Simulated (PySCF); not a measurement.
Two species compared at the same levels of theory.

First species: ClH9O3Si4.
SMILES: `O([SiH](O[SiH3])O[SiH2]Cl)[SiH3]`

Second species: C3H8S.
Bonds: C1–C2, C2–C3, C3–S4. Hydrogens: H5, H6, H7 on C1; H8, H9 on C2; H10, H11 on C3; H12 on S4.

Levels: PBE0/pcSseg-1 for dipole moment, HOMO energy, LUMO energy and HOMO–LUMO gap; GFN2-xTB for rotational constant A and rotational constant C. Geometries: GFN2-xTB. All species are isolated and taken at one optimised geometry, non-relativistic unless stated. Electronic properties by PySCF.

The conformers computed, where there is a choice (atom-mapped SMILES and torsion angles):
- `[SiH3:1][O:2][SiH:3]([O:4][SiH3:5])[O:6][SiH2:7][Cl:8]`: Si1–O2–Si3–O4 54°, O2–Si3–O4–Si5 -58°, O2–Si3–O6–Si7 90°, Si3–O6–Si7–Cl8 -52°
- `[CH3:1][CH2:2][CH2:3][SH:4]`: C1–C2–C3–S4 -179°, H–S4–C3–C2 -61°

```csv
property,column X,column Y
dipole moment,1.88 D,0.80 D
HOMO energy,-6.72 eV,-8.78 eV
LUMO energy,0.68 eV,-0.12 eV
HOMO–LUMO gap,7.40 eV,8.66 eV
rotational constant A,23.844 GHz,0.865 GHz
rotational constant C,2.279 GHz,0.547 GHz
```

Task: Which column belongs to which species?

Result: Column X is the second species and column Y the first. The first has 17 atoms and 106 electrons, the second 12 and 42.

Task: How does each property change from the first species to the second?

Result: dipole moment +1.08 D; HOMO energy +2.06 eV; LUMO energy +0.80 eV; HOMO–LUMO gap -1.26 eV; rotational constant A +22.979 GHz; rotational constant C +1.732 GHz.

On the first: A dipole of 0.80 D is allowed in C1, and pure rotational transitions are dipole-allowed. In atomic units the dipole is 0.32 e·bohr (1 au = 2.5417 D). GFN2-xTB frequencies show an imaginary mode (33i cm⁻¹), so this geometry is no minimum at that level.

On the second: In atomic units the dipole is 0.74 e·bohr (1 au = 2.5417 D).
